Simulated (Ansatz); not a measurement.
# Mg: one crystal by all-electron and frozen-core methods

Does the method matter for Mg? The same cell, functional and mesh are run with all-electron LAPW, PAW on the default files and all-electron PAW on datasets made for the crystal.

This is Mg in the fcc structure; at room conditions it is hcp.

Computed with Ansatz 0.2.0 (DFT PBE, scalar-relativistic, unless a step's input says otherwise).

## Step 1: Starting point

The structure is cubic, space group Fm-3m (No. 225). The conventional cell has a = 4.489 Å, b = 4.489 Å, c = 4.489 Å, α = 90.00°, β = 90.00°, γ = 90.00°. Mg (site symmetry m-3m) is surrounded by 12 Mg at 3.17 Å.

Coordinates:

```cif
data_structure
_symmetry_space_group_name_H-M 'P 1'
_symmetry_Int_Tables_number 1
_cell_length_a 3.1739
_cell_length_b 3.1739
_cell_length_c 3.1739
_cell_angle_alpha 60.000
_cell_angle_beta 60.000
_cell_angle_gamma 60.000
_cell_volume 22.61
loop_
_atom_site_label
_atom_site_type_symbol
_atom_site_fract_x
_atom_site_fract_y
_atom_site_fract_z
_atom_site_occupancy
Mg1 Mg 0.00000 0.00000 0.00000 1
```

Structure from a Materials Project entry, not relaxed further.

## Step 2: All-electron LAPW

input.yaml

```yaml
crystal:
  lattice:
    - [0.0, 2.244256, 2.244256]
    - [2.244256, 0.0, 2.244256]
    - [2.244256, 2.244256, 0.0]
  atoms:
    - { symbol: Mg, position: [0.0, 0.0, 0.0] }
kpoints:
  mp_grid: { grid: [16, 16, 16] }
  band_path:
    path:
      - [0.0, 0.0, 0.0]
      - [0.5, 0.0, 0.5]
      - [0.625, 0.25, 0.625]
      - [0.375, 0.375, 0.75]
      - [0.0, 0.0, 0.0]
      - [0.5, 0.5, 0.5]
      - [0.5, 0.25, 0.75]
      - [0.5, 0.0, 0.5]
    npoints: 14
scf:
  occupations: { method: fermi_dirac, width: 0.03 }
hamiltonian:
  xc: pbe
  pseudopotentials: { kind: all_electron, lapw: { basis_error: 0.001 } }
output:
  forces: true
  stress: true
  eigenvalues: true
  fatbands: true
  populations: true
  dos: { projected: true, de: 0.2, e_range: [-14, 8] }
```

The run is started by

```console
ansatz run input.yaml --threads 1 --pin off --max-ram 3072MiB --backend cpu --events-out ev --progress --plain --runs-dir out
```

## Step 3: PAW on the default files

input.yaml: that of step 2 with these lines changed.

```diff
@@ -24,3 +24,3 @@
   xc: pbe
-  pseudopotentials: { kind: all_electron, lapw: { basis_error: 0.001 } }
+  pseudopotentials: { kind: paw }
 output:
@@ -29,4 +29,9 @@
   eigenvalues: true
-  fatbands: true
+  efg: { contact_densities: true }
   populations: true
+  bader: true
   dos: { projected: true, de: 0.2, e_range: [-14, 8] }
+  write_density: true
+  write_potential: true
+  elf: true
+  volumetric_format: npy
```

## Step 4: All-electron PAW on datasets made for the crystal

input.yaml: that of step 3 with these lines changed.

```diff
@@ -19,3 +19,3 @@
       - [0.5, 0.0, 0.5]
-    npoints: 14
+    npoints: 8
 scf:
@@ -24,3 +24,3 @@
   xc: pbe
-  pseudopotentials: { kind: paw }
+  pseudopotentials: { kind: all_electron, datasets: crystal }
 output:
@@ -30,8 +30 @@
   efg: { contact_densities: true }
-  populations: true
-  bader: true
-  dos: { projected: true, de: 0.2, e_range: [-14, 8] }
-  write_density: true
-  write_potential: true
-  elf: true
-  volumetric_format: npy
```

(Steps that only read results are left out.)

Before running it: what results should come out? Wanted: pressure; gap; highest ELF.

As calculated:

```
         quantity                                           value
         pressure  LAPW 0.83, PAW 0.85, crystal datasets 0.82 GPa
       gap (LAPW)                                            none
highest ELF (PAW)                            0.62, 1.89 Å from Mg
```

**Reading.** At this geometry the cell is under compression of 0.8 GPa, so it would expand if let go. Bands cross the Fermi level: the crystal is a metal at this level. In pressure, PAW differs from LAPW by +0.02 GPa.
